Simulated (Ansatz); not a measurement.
# GaSb: the cost of one run

Computed with Ansatz 0.2.0 (DFT PBEsol, scalar-relativistic, plane waves, PAW, unless a step's input says otherwise).

The COD entry's cell or inner coordinates are ideal or old and differ from later refinements, so a difference from it is no clean test against experiment.

1 further run of the same task is left out (set aside as unsound or not needed).

## (1) Starting point

It takes space group F-43m (No. 216, cubic). The conventional cell has a = 6.111 Å, b = 6.111 Å, c = 6.111 Å, α = 90.00°, β = 90.00°, γ = 90.00°. Ga (site symmetry -43m) is surrounded by 4 Sb at 2.65 Å. Sb (site symmetry -43m) is surrounded by 4 Ga at 2.65 Å.

As a file:

```
CELL_PARAMETERS angstrom
0.00000 3.05561 3.05561
3.05561 0.00000 3.05561
3.05561 3.05561 0.00000
ATOMIC_POSITIONS crystal
Ga 0.00000 0.00000 0.00000
Sb 0.75000 0.75000 0.75000
```

It is the result of an earlier relaxation at this level (volume 28.53 Å³/atom; gap on the mesh: none (metal)).

Bulk energy on matching settings, from an earlier run: -5075.7659 eV/atom.

## (2) The (100) slab

Miller indices refer to the conventional cell of the relaxed bulk, F-43m (No. 216): a = 6.111 Å, b = 6.111 Å, c = 6.111 Å, α = 90.00°, β = 90.00°, γ = 90.00°.

Cut from the relaxed bulk: a (100) slab, 10.7 Å thick as cut, with 15 Å of vacuum; its outer planes are Ga (top) and Sb (bottom).

The slab as cut. Layers, bottom to top:

```csv
plane,atoms per cell,height over the lowest (Å)
1,Sb,0.00
2,Ga,1.53
3,Sb,3.06
4,Ga,4.58
5,Sb,6.11
6,Ga,7.64
7,Sb,9.17
8,Ga,10.69
```

## (3) Single point on the unrelaxed (100) slab

A dipole layer in the vacuum cancels the field that periodic copies would set up if the slab's two faces differ.

Input file input.yaml:

```yaml
crystal:
  lattice:
    - [4.3212908981, 0.0, 0.0]
    - [0.0, 4.3212908981, 0.0]
    - [0.0, 0.0, 25.6946493413]
  atoms:
    - { symbol: Sb, position: [0.0, 0.5, 0.2918895643] }
    - { symbol: Ga, position: [0.5, 0.5, 0.3513496888] }
    - { symbol: Sb, position: [0.5, 0.0, 0.4108098133] }
    - { symbol: Ga, position: [0.0, 0.0, 0.4702699378] }
    - { symbol: Sb, position: [0.0, 0.5, 0.5297300622] }
    - { symbol: Ga, position: [0.5, 0.5, 0.5891901867] }
    - { symbol: Sb, position: [0.5, 0.0, 0.6486503112] }
    - { symbol: Ga, position: [0.0, 0.0, 0.7081104357] }
basis:
  ecutwfc: 420
kpoints:
  mp_grid: { grid: [8, 8, 1] }
hamiltonian:
  xc: pbesol
scf:
  occupations: { method: gaussian, width: 0.1 }
output:
  forces: true
  stress: true
  eigenvalues: true
efield:
  axis: 3
  dipole_correction: true
```

**Question.** How long does this run take on 1 thread of an Arm CPU, shared host, and how much memory does it need?

About 99 s, with a peak of 0.89 GiB.
